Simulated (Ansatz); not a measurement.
# Ir(111) / 1 layer Au(111) / Ir(111): resistance against film thickness, part 2 of 2

Aim: what a thin film of another metal adds to the resistance, first Ir(111) / 1 layer Au(111) / Ir(111).

Ansatz 0.2.0; Ansatz plane-wave DFT, PBE, PAW files; ballistic transport by layer matching (Landauer), zero bias.

So far. Step 4 (With 5 layers, k-mesh 16×16×1, film layers 5): The conductance of the junction is 5.5e14 S/m², 4.9 % under the 5.8e14 S/m² of the last finished run, within the error estimates, leads' steps apart, of 6.7 and 7 %.

### 5. With 7 layers, k-mesh 16×16×1, film layers 7

The stack now holds 7 film layers; the k-mesh follows the cell, and the energies span -0.27 to 0.27 eV.

System of this step: Ir(111) / 7 layers Au(111) / Ir(111). The cell holds 15 atoms: 8 Ir and 7 Au. Cell: a = 2.715 Å, b = 2.715 Å, c = 36.330 Å, α = 90.0°, β = 90.0°, γ = 120.0°. It derives from Ir and Au. Regions: lead, 8 atoms (8 Ir); films, 7 atoms (7 Au). The structure is stacked along c, and the current runs across the ab planes.

Contents of input.yaml:

```yaml
crystal:
  lattice:
    - [2.7148657757, 0.0, 0.0]
    - [-1.3574328878, 2.3511427296, 0.0]
    - [0.0, 0.0, 36.3299723083]
  atoms:
    - { symbol: Ir, position: [0.0, 0.0, 0.0305075738] }
    - { symbol: Ir, position: [0.3333333333, 0.6666666667, 0.0915227214] }
    - { symbol: Ir, position: [0.6666666667, 0.3333333333, 0.1525378691] }
    - { symbol: Ir, position: [0.0, 0.0, 0.2135530167] }
    - { symbol: Au, position: [0.3333333333, 0.6666666667, 0.2806233633] }
    - { symbol: Au, position: [0.6666666667, 0.3333333333, 0.3537489089] }
    - { symbol: Au, position: [0.0, 0.0, 0.4268744544] }
    - { symbol: Au, position: [0.3333333333, 0.6666666667, 0.5] }
    - { symbol: Au, position: [0.6666666667, 0.3333333333, 0.5731255456] }
    - { symbol: Au, position: [0.0, 0.0, 0.6462510911] }
    - { symbol: Au, position: [0.3333333333, 0.6666666667, 0.7193766367] }
    - { symbol: Ir, position: [0.6666666667, 0.3333333333, 0.7864469833] }
    - { symbol: Ir, position: [0.0, 0.0, 0.8474621309] }
    - { symbol: Ir, position: [0.3333333333, 0.6666666667, 0.9084772786] }
    - { symbol: Ir, position: [0.6666666667, 0.3333333333, 0.9694924262] }
kpoints:
  mp_grid: { grid: [16, 16, 1] }
hamiltonian:
  xc: pbe
scf:
  occupations: { method: fermi_dirac, width: 0.1 }
output:
  transmission:
    leads: [[0, 1]]
    kmesh: [30, 30]
    e_range: [-0.27, 0.27]
    de: 0.036
  write_potential: true
  write_density: true
  volumetric_format: npy
```

The run is started by

```bash
$ ansatz run input.yaml --threads 4 --pin off --max-ram 8192MiB --backend cpu --events-out ev --progress --plain --runs-dir out
```

Run time: 66 s. Hardware: 4 threads of Arm Neoverse V2, shared host; peak memory 1.5 GiB; 3.7 min of CPU time.

Numbers from this step:

- free energy: -187526.1481 eV
- energy at zero smearing: -187525.9790 eV
- Fermi energy: 23.21 eV
- conductance of the junction: 5.39e14 S/m²
- junction conductance per cell: 0.4441 G₀
- estimated errors of the junction's conductance: 0.3, 0, 7.2, 11.3, 0.3 % (energy step, band edges, k-mesh, leads' steps, distance from neutral)
- area resistance that the stack adds (contact term taken off, spin by spin): 1.336 fΩ m²

Per spin. Transmission, zone mean against energy, zero at the Fermi level:

| energy (eV) | transmission, zone mean |
| --- | --- |
| -0.270 | 0.418 |
| -0.234 | 0.401 |
| -0.198 | 0.421 |
| -0.162 | 0.423 |
| -0.126 | 0.440 |
| -0.090 | 0.438 |
| -0.054 | 0.429 |
| -0.018 | 0.442 |
| 0.018 | 0.446 |
| 0.054 | 0.457 |
| 0.090 | 0.468 |
| 0.126 | 0.476 |
| 0.162 | 0.489 |
| 0.198 | 0.492 |
| 0.234 | 0.488 |
| 0.270 | 0.490 |

The conductance of the junction is 5.4e14 S/m², 1.8 % under the 5.5e14 S/m² of the last finished run, within the error estimates, leads' steps apart, of 7 and 7.2 %. The estimate from the leads' steps, 11 %, is larger still.

### 6. With 9 layers, k-mesh 16×16×1, film layers 9

The stack now holds 9 film layers; the k-mesh follows the cell, and the energies span -0.27 to 0.27 eV.

System of this step: Ir(111) / 9 layers Au(111) / Ir(111). The cell holds 17 atoms: 8 Ir and 9 Au. Its edges and angles: a = 2.715 Å, b = 2.715 Å, c = 41.673 Å, α = 88.1°, β = 91.9°, γ = 120.0°. It derives from Ir and Au. Regions: lead, 8 atoms (8 Ir); films, 9 atoms (9 Au). The structure is stacked along c, and the current runs across the ab planes.

Contents of input.yaml:

```yaml
crystal:
  lattice:
    - [2.7148657757, 0.0, 0.0]
    - [-1.3574328878, 2.3511427296, 0.0]
    - [-1.3574328878, 0.7837142432, 41.6432703997]
  atoms:
    - { symbol: Ir, position: [0.008871696, 0.991128304, 0.0266150881] }
    - { symbol: Ir, position: [0.3599484215, 0.6400515785, 0.0798452644] }
    - { symbol: Ir, position: [0.7110251469, 0.2889748531, 0.1330754407] }
    - { symbol: Ir, position: [0.0621018723, 0.9378981277, 0.1863056169] }
    - { symbol: Au, position: [0.4149394682, 0.5850605318, 0.2448184045] }
    - { symbol: Au, position: [0.7695379345, 0.2304620655, 0.3086138034] }
    - { symbol: Au, position: [0.1241364007, 0.8758635993, 0.3724092022] }
    - { symbol: Au, position: [0.478734867, 0.521265133, 0.4362046011] }
    - { symbol: Au, position: [0.8333333333, 0.1666666667, 0.5] }
    - { symbol: Au, position: [0.1879317996, 0.8120682004, 0.5637953989] }
    - { symbol: Au, position: [0.5425302659, 0.4574697341, 0.6275907978] }
    - { symbol: Au, position: [0.8971287322, 0.1028712678, 0.6913861966] }
    - { symbol: Au, position: [0.2517271985, 0.7482728015, 0.7551815955] }
    - { symbol: Ir, position: [0.6045647944, 0.3954352056, 0.8136943831] }
    - { symbol: Ir, position: [0.9556415198, 0.0443584802, 0.8669245593] }
    - { symbol: Ir, position: [0.3067182452, 0.6932817548, 0.9201547356] }
    - { symbol: Ir, position: [0.6577949706, 0.3422050294, 0.9733849119] }
kpoints:
  mp_grid: { grid: [16, 16, 1] }
hamiltonian:
  xc: pbe
scf:
  occupations: { method: fermi_dirac, width: 0.1 }
output:
  transmission:
    leads: [[0, 1]]
    kmesh: [30, 30]
    e_range: [-0.27, 0.27]
    de: 0.036
  write_potential: true
  write_density: true
  volumetric_format: npy
```

Elapsed: 3.5 min, on 4 threads; peak memory 2.7 GiB; 12 min of CPU time.

Numbers from this step:

```
free energy                                                                : -213824.5203 eV
energy at zero smearing                                                    : -213824.3501 eV
Fermi energy                                                               : 22.89 eV
step of the lead's potential                                               : 7.8 meV
conductance of the junction                                                : 5.46e14 S/m²
junction conductance per cell                                              : 0.4497 G₀
estimated errors of the junction's conductance                             : 0.5, 1.3, 7.1, 5.6, 0.3 % (energy step, band edges, k-mesh, leads' steps, distance from neutral)
area resistance that the stack adds (contact term taken off, spin by spin) : 1.313 fΩ m²
```

Per spin. The transmission, zone mean by energy, zero at the Fermi level:

| energy (eV) | transmission, zone mean |
| --- | --- |
| -0.270 | 0.422 |
| -0.234 | 0.403 |
| -0.198 | 0.405 |
| -0.162 | 0.415 |
| -0.126 | 0.437 |
| -0.090 | 0.439 |
| -0.054 | 0.433 |
| -0.018 | 0.450 |
| 0.018 | 0.447 |
| 0.054 | 0.464 |
| 0.090 | 0.475 |
| 0.126 | 0.495 |
| 0.162 | 0.482 |
| 0.198 | 0.480 |
| 0.234 | 0.477 |
| 0.270 | 0.481 |

The conductance of the junction is 5.5e14 S/m², 1.2 % over the 5.4e14 S/m² of the last finished run, within the error estimates, leads' steps apart, of 7.2 and 7.1 %.

### 7. All levels side by side

Times are for 4 threads of Arm Neoverse V2, shared host. The series side by side:

| no. | film layers | area resistance that the stack adds (contact term taken off, spin by spin) (fΩ m²) | conductance of the junction (S/m²) | time | memory (GiB) |
| --- | --- | --- | --- | --- | --- |
| 1 | 1 | 0.484 | 9.97e14 | 78 s | 0.84 |
| 2 | 3 | 1.213 | 5.77e14 | 1.9 min | 1.3 |
| 3 | 5 | 1.303 | 5.49e14 | 3 min | 1.7 |
| 4 | 7 | 1.336 | 5.39e14 | 66 s | 1.5 |
| 5 | 9 | 1.313 | 5.46e14 | 3.5 min | 2.7 |

### 8. Outcome

```yaml
area_resistance_1_layer: 0.484 fΩ m²
area_resistance_3_layers: 1.21 fΩ m²
area_resistance_5_layers: 1.30 fΩ m²
area_resistance_7_layers: 1.34 fΩ m²
area_resistance_9_layers: 1.31 fΩ m²
```

What this shows: The stack adds 0.48 fΩ m² with 1 layer and 1.3 fΩ m² with 9. From 3 layers on no step exceeds the two runs' error estimates together, as expected where only the two interfaces scatter; half the mean, 0.65 fΩ m², is a rough coherent figure for one interface. Atoms sit on ideal sites and aren't relaxed. Spin-orbit coupling is left out, which matters for Au and Ir. Au(111) is compressed by 5.9 % in plane to fit Ir(111). 1 further run is left out: refused by the program, or repeats without effect or without named leads.

[Logs are printed without paths, hosts, clocks, repeated set-up lines and the standing remarks that a program may print on its own settings, such as how far it seeks lower states.]

[Hosts, paths, dates, database ids (printed as entryN), source tags and the programs' standing remarks are cut or masked in the printed files.]
